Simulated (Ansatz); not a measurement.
Crystal: CuO.

```
CELL_PARAMETERS angstrom
3.17550 0.00000 0.00000
0.00000 3.17550 0.00000
0.00000 0.00000 4.64953
ATOMIC_POSITIONS crystal
Cu 0.00000 0.00000 0.00000
Cu 0.50000 0.50000 0.00000
O 0.50000 0.00000 0.26700
O 0.00000 0.50000 0.73300
```

The cell was built by a generator and needn't be a form met in nature.

Base run:

| Quantity | Value |
| --- | --- |
| Program | Ansatz 0.2.0 |
| Functional | PBE |
| Potentials or basis | Ansatz PAW |
| Cutoff | 420 eV |
| Density cutoff | 1680 eV |
| k mesh | 8 × 8 × 6 |
| Occupations | fermi-dirac, width 0.05 eV |
| Spin | no spin polarisation |
| Hubbard terms | Cu d U = 5 eV |

Its results: band gap on the k mesh none (metal or under the smearing width); pressure 18.8 GPa; largest force 0.332 eV/Å.

Task: The run is repeated on the same cell with these changes: hubbard terms from Cu d U = 5 eV to Cu d U = 6 eV. What comes out?

Result: Band gap on the k mesh none (metal or under the smearing width); pressure 19.4 GPa; largest force 0.200 eV/Å.

Caveats: the run has no spin polarisation, though such a crystal can be magnetic; U without spin polarisation on a metal has little footing.

Not every run made on this cell is shown here.
